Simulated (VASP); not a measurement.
# Al (Im-3m) in VASP: a series of runs

Runs on Al. Level: PBEsol. Tasks: single point.

Everything below comes from runs of VASP 6.6.1. Logs are shortened: lines on timing, memory, paths and dates and some standing lists are left out, and cuts for length are marked.

## (1) Starting point

The structure is cubic, space group Im-3m (No. 229). The conventional cell has a = 3.182 Å, b = 3.182 Å, c = 3.182 Å, α = 90.00°, β = 90.00°, γ = 90.00°. Around Al (site symmetry m-3m) lie 8 Al at 2.76 Å.

This isn't the form of Al at room conditions, which is fcc.

## (2) Single point, PBEsol

Contents of INCAR:

```
SYSTEM = Al
PREC     = Accurate       ! precision mode
ENCUT    = 520            ! plane-wave cutoff, eV
EDIFF    = 1E-7           ! SCF threshold, eV
ISMEAR   = 0              ! smearing method
SIGMA    = 0.15           ! smearing width, eV
LREAL    = .FALSE.        ! projectors in reciprocal space
LASPH    = .TRUE.         ! aspherical terms in the spheres
NELM     = 100            ! most SCF steps
ALGO     = Fast           ! electronic algorithm
ISIF     = 2              ! what is computed and relaxed
LWAVE    = .FALSE.        ! write WAVECAR
LCHARG   = .FALSE.        ! write CHGCAR
GGA      = PS             ! functional
NBANDS   = 8              ! bands
```

Contents of KPOINTS:

```
regular mesh
0
G
  20 20 20
  0 0 0
```

Contents of POSCAR:

```
Al
1.0
   -1.5912186900      1.5912186900      1.5912186900
    1.5912186900     -1.5912186900      1.5912186900
    1.5912186900      1.5912186900     -1.5912186900
Al
1
Direct
    0.0000000000      0.0000000000      0.0000000000
```

Potentials or basis: VASP PAW PBE potentials, release 64 (Al).

On the command line:

```bash
$ cat potpaw_PBE.64/Al/POTCAR > POTCAR
$ mpirun -np 1 vasp_std > vasp.out
```

OUTCAR:

```text
SYSTEM = Al
   PREC = Accurate
   ENCUT = 520
   EDIFF = 1E-7
   ISMEAR = 0
   LREAL = .FALSE.
   LASPH = .TRUE.
   NELM = 100
   ISIF = 2
   GGA = PS

 ion  position               nearest neighbor table
   1  0.000  0.000  0.000-

  LATTYP: Found a body centered cubic cell.
 ALAT       =     3.1824373800

  Lattice vectors:

 A1 = (  -1.5912186900,   1.5912186900,   1.5912186900)
 A2 = (   1.5912186900,  -1.5912186900,   1.5912186900)
 A3 = (   1.5912186900,   1.5912186900,  -1.5912186900)

Analysis of symmetry for initial positions (statically):
=====================================================================
 Subroutine PRICEL returns:
 Original cell was already a primitive cell.

 Routine SETGRP: Setting up the symmetry group for a
 body centered cubic supercell.

 Subroutine GETGRP returns: Found 48 space group operations
 (whereof 48 operations were pure point group operations)
 out of a pool of 48 trial point group operations.

The static configuration has the point symmetry O_h .

Analysis of symmetry for dynamics (positions and initial velocities):
=====================================================================
 Subroutine PRICEL returns:
 Original cell was already a primitive cell.

 Routine SETGRP: Setting up the symmetry group for a
 body centered cubic supercell.

 Subroutine GETGRP returns: Found 48 space group operations
 (whereof 48 operations were pure point group operations)
 out of a pool of 48 trial point group operations.

The dynamic configuration has the point symmetry O_h .

 Subroutine INISYM returns: Found 48 space group operations
 (whereof 48 operations are pure point group operations),
 and found     1 'primitive' translations

----------------------------------------------------------------------------------------

                                     Primitive cell

  volume of cell :      16.1157

  direct lattice vectors                    reciprocal lattice vectors
    -1.591218690  1.591218690  1.591218690     0.000000000  0.314224565  0.314224565
     1.591218690 -1.591218690  1.591218690     0.314224565  0.000000000  0.314224565
     1.591218690  1.591218690 -1.591218690     0.314224565  0.314224565  0.000000000

  length of vectors
     2.756071617  2.756071617  2.756071617     0.444380641  0.444380641  0.444380641

  position of ions in fractional coordinates (direct lattice)
     0.000000000  0.000000000  0.000000000

  ion indices of the primitive-cell ions
   primitive index   ion index
                 1           1

----------------------------------------------------------------------------------------

 KPOINTS: regular mesh

Automatic generation of k-mesh.
 Grid dimensions read from file:
 generate k-points for:   20   20   20

 Generating k-lattice:

  Cartesian coordinates                     Fractional coordinates (reciprocal lattice)
     0.000000000  0.015711228  0.015711228     0.050000000  0.000000000  0.000000000
     0.015711228  0.000000000  0.015711228     0.000000000  0.050000000  0.000000000
     0.015711228  0.015711228  0.000000000     0.000000000  0.000000000  0.050000000

  Length of vectors
     0.022219032  0.022219032  0.022219032

  Shift w.r.t. Gamma in fractional coordinates (k-lattice)
     0.000000000  0.000000000  0.000000000

 Subroutine IBZKPT returns following result:
 ===========================================

 Found    256 irreducible k-points:

 Following reciprocal coordinates:
            Coordinates               Weight
  0.000000  0.000000  0.000000      1.000000
  0.050000  0.000000  0.000000     12.000000
  0.100000  0.000000  0.000000     12.000000
  0.150000  0.000000  0.000000     12.000000
  0.200000  0.000000  0.000000     12.000000
  0.250000  0.000000  0.000000     12.000000
[... 16 lines left out ...]
  0.200000  0.100000  0.000000     48.000000
  0.250000  0.100000  0.000000     48.000000
 [... further k-points ...]
   k-points           NKPTS =    256   k-points in BZ     NKDIM =    256   number of bands    NBANDS=      8
   number of dos      NEDOS =    301   number of ions     NIONS =      1
   total plane-waves  NPLWV =   8000
   dimension x,y,z NGX =    20 NGY =   20 NGZ =   20
   dimension x,y,z NGXF=    40 NGYF=   40 NGZF=   40
   ions per type =               1
   NGX,Y,Z   is equivalent  to a cutoff of  12.06, 12.06, 12.06 a.u.
   NGXF,Y,Z  is equivalent  to a cutoff of  24.13, 24.13, 24.13 a.u.
 SYSTEM =  Al
   PREC   = accura    normal or accurate (medium, high low for compatibility)
   ISTART =      0    job   : 0-new  1-cont  2-samecut
   ICHARG =      2    charge: 1-file 2-atom 10-const
   ISPIN  =      1    spin polarized calculation?
   LNONCOLLINEAR =      F non collinear calculations
   LSORBIT =      F    spin-orbit coupling
   LASPH  =      T    aspherical Exc in radial PAW
   ENCUT  =  520.0 eV  38.22 Ry    6.18 a.u.   5.12  5.12  5.12*2*pi/ulx,y,z
   NELM   =    100;   NELMIN=  2; NELMDL= -5     # of ELM steps
   EDIFF  = 0.1E-06   stopping-criterion for ELM
   LREAL  =      F    real-space projection
   EDIFFG = 0.1E-05   stopping-criterion for IOM
   NSW    =      0    number of steps for IOM
   IBRION =     -1    ionic relax: 0-MD 1-quasi-New 2-CG
   NFREE  =      0    steps in history (QN), initial steepest desc. (CG)
   ISIF   =      2    stress and relaxation
   ISYM   =      2    0-nonsym 1-usesym 2-fastsym
   POTIM  = 0.5000    time-step for ionic-motion
   TEBEG  =    0.0;   TEEND  =   0.0 temperature during run
   PSTRESS=    0.0 pullay stress
   NELECT =       3.0000    total number of electrons
   NUPDOWN=      -1.0000    fix difference up-down
   EMIN   =  10.00;   EMAX   =-10.00  energy-range for DOS
   EFERMI =   0.00;   METHOD = LEGACY
   ISMEAR =     0;   SIGMA  =   0.15  broadening in eV -4-tet -1-fermi 0-gaus
   EFERMI_NEDOS =   21; number of points for ismear=-14 and -15
   IALGO  =     68    algorithm
   IMIX   =      4    mixing-type and parameters
     AMIX     =   0.40;   BMIX     =  1.00
     AMIX_MAG =   1.60;   BMIX_MAG =  1.00
  volume/ion in A,a.u.               =      16.12       108.75
  Fermi-wavevector in a.u.,A,eV,Ry     =   0.934757  1.766435 11.888371  0.873771
  Thomas-Fermi vector in A             =   2.061595
   LORBIT       =      0    0 simple, 1 ext, 2 COOP (PROOUT), +10 PAW based schemes
   GGA     = PS    functional components
   LHFCALC =     F    Hartree Fock is set to
   AEXX    =    0.0000 exact exchange contribution
   IVDW    =     0    specifies the selected vdW correction
   LEPSILON=     F    determine dielectric tensor
   LRPA    =     F    only Hartree local field effects (RPA)
 non-spin polarized calculation
 RMM-DIIS sequential band-by-band and
 Gauss-broadening in eV      SIGMA  =   0.15
  energy-cutoff  :      520.00
  volume of cell :       16.12
 maximum number of plane-waves:       466
   NGX = 11   NGY = 11   NGZ = 11

 number of electron       3.0000000 magnetization

 Free energy of the ion-electron system (eV)
  ---------------------------------------------------
  ext. energy  EPLUGINS =         0.00000000
  ---------------------------------------------------
  free energy    TOTEN  =        -3.99228625 eV

  energy without entropy =       -3.98714391  energy(sigma->0) =       -3.98971508

 E-fermi :   8.2075     XC(G=0): -10.3470

 val. band max:        8.1951137841   @ k =  -0.3000   0.5000   0.0500
 cond. band min:       8.2346546775   @ k =  -0.4500   0.5000   0.4000
 fundamental gap:      0.0395408934
 Fermi energy:         8.2074940015

 k-point     1 :       0.0000    0.0000    0.0000
  band No.  band energies     occupation
      1      -3.0915      2.00000
      2      21.5845      0.00000
      3      21.5845      0.00000
      4      21.5845      0.00000
      5      23.2265      0.00000
      6      23.2265      0.00000
      7      23.2265      0.00000
      8      24.6686      0.00000

 k-point     2 :       0.0500    0.0000    0.0000
  band No.  band energies     occupation
      1      -3.0185      2.00000
      2      20.6306      0.00000
      3      21.0274      0.00000
      4      21.2736      0.00000
      5      22.8758      0.00000
      6      23.6097      0.00000
      7      23.9050      0.00000
      8      23.9717      0.00000

 k-point     3 :       0.1000    0.0000    0.0000
  band No.  band energies     occupation
      1      -2.7994      2.00000
      2      18.7561      0.00000
      3      20.1469      0.00000
      4      20.5573      0.00000
      5      22.1270      0.00000
      6      23.1466      0.00000
      7      24.1775      0.00000
      8      24.8690      0.00000

 k-point     4 :       0.1500    0.0000    0.0000
  band No.  band energies     occupation
      1      -2.4352      2.00000
      2      16.6677      0.00000
      3      19.3136      0.00000
      4      19.7266      0.00000
      5      21.3107      0.00000
      6      22.4537      0.00000
      7      24.7631      0.00000
      8      25.1447      0.00000

 k-point     5 :       0.2000    0.0000    0.0000
  band No.  band energies     occupation
      1      -1.9268      2.00000
      2      14.5776      0.00000
      3      18.5789      0.00000
      4      18.9242      0.00000
      5      20.5488      0.00000
      6      21.8256      0.00000
      7      25.4124      0.00000
      8      25.5341      0.00000
[... 177 lines left out ...]
 k-point    22 :       0.1500    0.1000    0.0000
  band No.  band energies     occupation
      1      -1.7095      2.00000
      2      14.7313      0.00000
      3      16.0451      0.00000
      4      18.5260      0.00000
      5      21.7460      0.00000
      6      22.6718      0.00000
      7      24.8212      0.00000
      8      26.3433      0.00000

 k-point    23 :       0.2000    0.1000    0.0000
  band No.  band energies     occupation
      1      -1.0597      2.00000
      2      12.7331      0.00000
      3      15.3311      0.00000
      4      17.8797      0.00000
      5      21.1179      0.00000
      6      22.8096      0.00000
      7      24.7489      0.00000
      8      27.5392      0.00000

 k-point    24 :       0.2500    0.1000    0.0000
  band No.  band energies     occupation
      1      -0.2696      2.00000
      2      10.8180      0.00000
      3      14.7457      0.00000
      4      17.3379      0.00000
      5      20.5771      0.00000
      6      22.7270      0.00000
      7      25.0567      0.00000
      8      28.5840      0.00000

 [... further k-points ...]
[... 5 lines left out ...]
  --------------------------------------------------------------------------------------
  -------------------------------------------------------------------------------------
  Total        0.2289356      0.2289356      0.2289356      0.0000000     -0.0000000      0.0000000
  in kB       22.7601123     22.7601123     22.7601123      0.0000000     -0.0000000      0.0000000
  external PRESSURE =      22.7601123 kB  Pullay stress =       0.0000000 kB

 VOLUME and BASIS-vectors are now :
 -----------------------------------------------------------------------------
  energy-cutoff  :      520.00
  volume of cell :       16.12
      direct lattice vectors                 reciprocal lattice vectors
    -1.591218690  1.591218690  1.591218690     0.000000000  0.314224565  0.314224565
     1.591218690 -1.591218690  1.591218690     0.314224565  0.000000000  0.314224565
     1.591218690  1.591218690 -1.591218690     0.314224565  0.314224565  0.000000000

 POSITION                                       TOTAL-FORCE (eV/Angst)
 -----------------------------------------------------------------------------------
      0.00000      0.00000      0.00000         0.000000     -0.000000     -0.000000
 -----------------------------------------------------------------------------------
    total drift:                                0.000000      0.000000      0.000000

  FREE ENERGIE OF THE ION-ELECTRON SYSTEM (eV)
  ---------------------------------------------------
  free  energy   TOTEN  =        -3.9922862541 eV

  energy  without entropy=       -3.9871439062  energy(sigma->0) =       -3.98971508
```

Wall time 29 s (1 thread of Intel Xeon Platinum 8259CL at 2.50GHz (Skylake/Cascade Lake), shared host); peak memory 0.14 GiB.

What came out:

```
Free energy            : -3.9923 eV
Pressure               : 2.3 GPa
Band gap on the k mesh : none (metal or under the smearing width)
```

Caveat: the PAW data sets were made with another functional, which shifts forces and pressure a little.

## (3) Single point, PBEsol

Contents of INCAR:

```
PREC = Accurate
ENCUT = 520
EDIFF = 1E-7
ISMEAR = 0
SIGMA = 0.15
LREAL = False
LASPH = True
NELM = 100
ALGO = Normal
ISIF = 2
LWAVE = False
LCHARG = False
GGA = PS
NBANDS = 8
```

Contents of KPOINTS:

```
Automatic mesh
0
Gamma
  24 24 24
```

POSCAR is that of step 2.

Potentials or basis: VASP PAW PBE potentials, release 64 (Al).

On the command line:

```bash
$ cat potpaw_PBE.64/Al/POTCAR > POTCAR
$ mpirun -np 1 vasp_std > vasp.out
```

OUTCAR:

```text
PREC = Accurate
   ENCUT = 520
   EDIFF = 1E-7
   ISMEAR = 0
   LREAL = False
   LASPH = True
   NELM = 100
   ISIF = 2
   GGA = PS

 ion  position               nearest neighbor table
   1  0.000  0.000  0.000-

  LATTYP: Found a body centered cubic cell.
 ALAT       =     3.1824373800

  Lattice vectors:

 A1 = (  -1.5912186900,   1.5912186900,   1.5912186900)
 A2 = (   1.5912186900,  -1.5912186900,   1.5912186900)
 A3 = (   1.5912186900,   1.5912186900,  -1.5912186900)

Analysis of symmetry for initial positions (statically):
=====================================================================
 Subroutine PRICEL returns:
 Original cell was already a primitive cell.

 Routine SETGRP: Setting up the symmetry group for a
 body centered cubic supercell.

 Subroutine GETGRP returns: Found 48 space group operations
 (whereof 48 operations were pure point group operations)
 out of a pool of 48 trial point group operations.

The static configuration has the point symmetry O_h .

Analysis of symmetry for dynamics (positions and initial velocities):
=====================================================================
 Subroutine PRICEL returns:
 Original cell was already a primitive cell.

 Routine SETGRP: Setting up the symmetry group for a
 body centered cubic supercell.

 Subroutine GETGRP returns: Found 48 space group operations
 (whereof 48 operations were pure point group operations)
 out of a pool of 48 trial point group operations.

The dynamic configuration has the point symmetry O_h .

 Subroutine INISYM returns: Found 48 space group operations
 (whereof 48 operations are pure point group operations),
 and found     1 'primitive' translations

----------------------------------------------------------------------------------------

                                     Primitive cell

  volume of cell :      16.1157

  direct lattice vectors                    reciprocal lattice vectors
[... 101 lines left out ...]
   EFERMI_NEDOS =   21; number of points for ismear=-14 and -15
   IALGO  =     38    algorithm
   IMIX   =      4    mixing-type and parameters
     AMIX     =   0.40;   BMIX     =  1.00
     AMIX_MAG =   1.60;   BMIX_MAG =  1.00
  volume/ion in A,a.u.               =      16.12       108.75
  Fermi-wavevector in a.u.,A,eV,Ry     =   0.934757  1.766435 11.888371  0.873771
  Thomas-Fermi vector in A             =   2.061595
   LORBIT       =      0    0 simple, 1 ext, 2 COOP (PROOUT), +10 PAW based schemes
   GGA     = PS    functional components
   LHFCALC =     F    Hartree Fock is set to
   AEXX    =    0.0000 exact exchange contribution
   IVDW    =     0    specifies the selected vdW correction
   LEPSILON=     F    determine dielectric tensor
   LRPA    =     F    only Hartree local field effects (RPA)
 non-spin polarized calculation
 Gauss-broadening in eV      SIGMA  =   0.15
  energy-cutoff  :      520.00
  volume of cell :       16.12
 maximum number of plane-waves:       466
   NGX = 11   NGY = 11   NGZ = 11

 number of electron       3.0000000 magnetization

 Free energy of the ion-electron system (eV)
  ---------------------------------------------------
  ext. energy  EPLUGINS =         0.00000000
  ---------------------------------------------------
  free energy    TOTEN  =        -3.99318744 eV

  energy without entropy =       -3.98859600  energy(sigma->0) =       -3.99089172

 E-fermi :   8.1977     XC(G=0): -10.3469

 val. band max:        8.1974606222   @ k =   0.3333   0.2500   0.0833
 cond. band min:       8.2076122641   @ k =  -0.3750   0.4167   0.1667
 fundamental gap:      0.0101516419
 Fermi energy:         8.1977272298

 k-point     1 :       0.0000    0.0000    0.0000
  band No.  band energies     occupation
      1      -3.0915      2.00000
      2      21.5845      0.00000
      3      21.5845      0.00000
      4      21.5845      0.00000
      5      23.2265      0.00000
      6      23.2265      0.00000
      7      23.2265      0.00000
      8      24.6686      0.00000
[... 243 lines left out ...]
 k-point    24 :       0.4583    0.0417    0.0000
  band No.  band energies     occupation
      1       3.4627      2.00000
      2       4.7389      2.00000
      3      15.5892      0.00000
      4      16.6835      0.00000
      5      18.7234      0.00000
      6      20.3388      0.00000
      7      28.7681      0.00000
      8      30.1075      0.00000

 [... further k-points ...]
[... 5 lines left out ...]
  --------------------------------------------------------------------------------------
  -------------------------------------------------------------------------------------
  Total        0.2292760      0.2292760      0.2292760      0.0000000      0.0000000     -0.0000000
  in kB       22.7939510     22.7939510     22.7939510      0.0000000      0.0000000     -0.0000000
  external PRESSURE =      22.7939510 kB  Pullay stress =       0.0000000 kB

 VOLUME and BASIS-vectors are now :
 -----------------------------------------------------------------------------
  energy-cutoff  :      520.00
  volume of cell :       16.12
      direct lattice vectors                 reciprocal lattice vectors
    -1.591218690  1.591218690  1.591218690     0.000000000  0.314224565  0.314224565
     1.591218690 -1.591218690  1.591218690     0.314224565  0.000000000  0.314224565
     1.591218690  1.591218690 -1.591218690     0.314224565  0.314224565  0.000000000

 POSITION                                       TOTAL-FORCE (eV/Angst)
 -----------------------------------------------------------------------------------
      0.00000      0.00000      0.00000         0.000000     -0.000000      0.000000
 -----------------------------------------------------------------------------------
    total drift:                                0.000000      0.000000     -0.000000

  FREE ENERGIE OF THE ION-ELECTRON SYSTEM (eV)
  ---------------------------------------------------
  free  energy   TOTEN  =        -3.9931874410 eV

  energy  without entropy=       -3.9885960025  energy(sigma->0) =       -3.99089172
```

OSZICAR:

```text
N       E                     dE             d eps       ncg     rms          rms(c)
DAV:   1    -0.250801549090E+01   -0.25080E+01   -0.86475E+02  6648   0.205E+02
DAV:   2    -0.401551877115E+01   -0.15075E+01   -0.14543E+01  9104   0.193E+01
DAV:   3    -0.402322855433E+01   -0.77098E-02   -0.77060E-02  8296   0.155E+00
DAV:   4    -0.402324992659E+01   -0.21372E-04   -0.21371E-04  9584   0.727E-02
DAV:   5    -0.402324999389E+01   -0.67299E-07   -0.68200E-07  8360   0.280E-03    0.138E+00
DAV:   6    -0.400510270242E+01    0.18147E-01   -0.26227E-03  7464   0.204E-01    0.779E-01
DAV:   7    -0.399320536476E+01    0.11897E-01   -0.69877E-03  7528   0.323E-01    0.167E-01
DAV:   8    -0.399318841045E+01    0.16954E-04   -0.30663E-05  9048   0.374E-02    0.107E-02
DAV:   9    -0.399318776928E+01    0.64117E-06   -0.33338E-07  8144   0.282E-03    0.100E-03
DAV:  10    -0.399318743833E+01    0.33096E-06   -0.70825E-09  8200   0.510E-04    0.631E-04
DAV:  11    -0.399318744097E+01   -0.26471E-08   -0.18095E-10  3800   0.711E-05
   1 F= -.39931874E+01 E0= -.39908917E+01  d E =-.459144E-02
```

Wall time 33 s (1 thread of Intel Xeon Platinum 8259CL at 2.50GHz (Skylake/Cascade Lake), shared host); peak memory 0.15 GiB.

What came out:

```
Free energy            : -3.9932 eV
Pressure               : 2.3 GPa
Band gap on the k mesh : none (metal or under the smearing width)
```

Caveat: the PAW data sets were made with another functional, which shifts forces and pressure a little.
